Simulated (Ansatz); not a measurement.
Crystal: NiO2.

```
Ni O
1.0
     2.91215    0.00000    0.00000
    -1.45608    2.52200    0.00000
     0.00000    0.00000   10.55527
Ni O
2 4
Direct
  0.00000 0.00000 0.50000
  0.00000 0.00000 0.00000
  0.33333 0.66667 0.58908
  0.33333 0.66667 0.91092
  0.66667 0.33333 0.41092
  0.66667 0.33333 0.08908
```

The cell comes from a database or a generator and needn't be the stable form of this composition.

Base run:

| Quantity | Value |
| --- | --- |
| Program | Ansatz 0.2.0 |
| Functional | r2SCAN |
| Potentials or basis | Ansatz PAW |
| Cutoff | 500 eV (not typed: the program's choice for these potentials) |
| k mesh | 10 × 10 × 3 |
| Occupations | fermi-dirac, width 0.05 eV |
| Spin | collinear spin, ferromagnetic start |
| Starting moments | [1.0, 1.0, 0.0, 0.0, 0.0, 0.0] μB |

Its results: band gap on the k mesh 1.38 eV, indirect (least direct gap 1.58 eV); pressure -16.1 GPa; net moment 0.00 μB per cell; largest force 0.957 eV/Å.

Question: The run is repeated on the same cell with these changes: functional from r2SCAN to LDA; cutoff from 500 eV (not typed: the program's choice for these potentials) to 420 eV (not typed: the program's choice for these potentials). What comes out?

Answer: Band gap on the k mesh 0.84 eV, indirect (least direct gap 1.14 eV); pressure -20.1 GPa; net moment 0.00 μB per cell; largest force 1.437 eV/Å.

r2SCAN gives the wider gap, since meta-GGAs in the generalised Kohn-Sham scheme recover part of the derivative discontinuity.

Caveats: the PAW data sets come from PBE, with cores solved anew for the run's functional, which leaves a small shift of forces and pressure; the starting moments weren't kept; the magnetic or orbital state may not be the lowest (some runs); forces of over 1 eV/Å show positions far from the minimum, so gaps and moduli don't describe the material at rest (some runs).
